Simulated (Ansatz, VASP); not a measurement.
Given: the input of a run of Ansatz 0.2.0 on SrCl2.

input.yaml

```yaml
crystal:
  lattice:
    - [0.0, 3.48835, 3.48835]
    - [3.48835, 0.0, 3.48835]
    - [3.48835, 3.48835, 0.0]
  atoms:
    - { symbol: Sr, position: [0.0, 0.0, 0.0] }
    - { symbol: Cl, position: [0.75, 0.75, 0.75] }
    - { symbol: Cl, position: [0.25, 0.25, 0.25] }
hamiltonian:
  xc: pbe
  pseudopotentials: { kind: paw }
kpoints:
  mp_grid: { grid: [7, 7, 7] }
scf:
  occupations: { method: fermi_dirac, width: 0.05 }
output:
  forces: true
  stress: true
  eigenvalues: true
```

Potentials or basis: Ansatz PAW.

Run with:

```sh
$ ansatz run input.yaml --threads 2 --pin off --max-ram 5120MiB --backend cpu --events-out ev --progress --plain --runs-dir out
```

Task: Set up the same calculation for VASP 6.6.1. Potentials there: VASP PAW PBE potentials, release 64 (Sr_sv, Cl).

Result: As run (the cutoff follows the program's own potentials):

File INCAR:

```
PREC     = Accurate       # precision mode
ENCUT    = 520            # plane-wave cutoff, eV
EDIFF    = 1E-7           # SCF threshold, eV
ISMEAR   = -1             # smearing method
SIGMA    = 0.05           # smearing width, eV
LREAL    = False          # projectors in reciprocal space
LASPH    = True           # aspherical terms in the spheres
NELM     = 60             # most SCF steps
ALGO     = Normal         # electronic algorithm
ISIF     = 2              # what is computed and relaxed
LWAVE    = False          # write WAVECAR
LCHARG   = True           # write CHGCAR
GGA      = PE             # functional
LELF     = True           # ELF
LVHAR    = True         
NBANDS   = 19             # bands
```

KPOINTS

```
regular mesh
0
Gamma
  7 7 7
```

POSCAR

```
SrCl2
1.0
    0.0000000000      3.4883500000      3.4883500000
    3.4883500000      0.0000000000      3.4883500000
    3.4883500000      3.4883500000      0.0000000000
Sr Cl
1 2
Direct
    0.0000000000      0.0000000000      0.0000000000
    0.7500000000      0.7500000000      0.7500000000
    0.2500000000      0.2500000000      0.2500000000
```

Potentials or basis: VASP PAW PBE potentials, release 64 (Sr_sv, Cl).

Run with:

```bash
$ cat potpaw_PBE.64/Sr_sv/POTCAR potpaw_PBE.64/Cl/POTCAR > POTCAR
$ mpirun -np 1 vasp_std > vasp.out
```

Both were run:

|  | VASP | Ansatz | Ansatz less VASP |
| --- | --- | --- | --- |
| gap on the k mesh at the Fermi level (eV) | 5.37 | 5.38 | +0.005 |
| least direct gap on the mesh (eV) | 5.68 | 5.68 | +0.002 |
| pressure (GPa) | 1.1 | 1.0 | -0.09 |

Caveats: an odd mesh through Γ misses points on the zone boundary, where band edges often lie (VASP); odd divisions of the mesh miss points on the zone boundary, where band edges often lie, so the gap on the mesh can be too wide (Ansatz). PBE gaps usually lie below the measured ones, often by a third to a half.
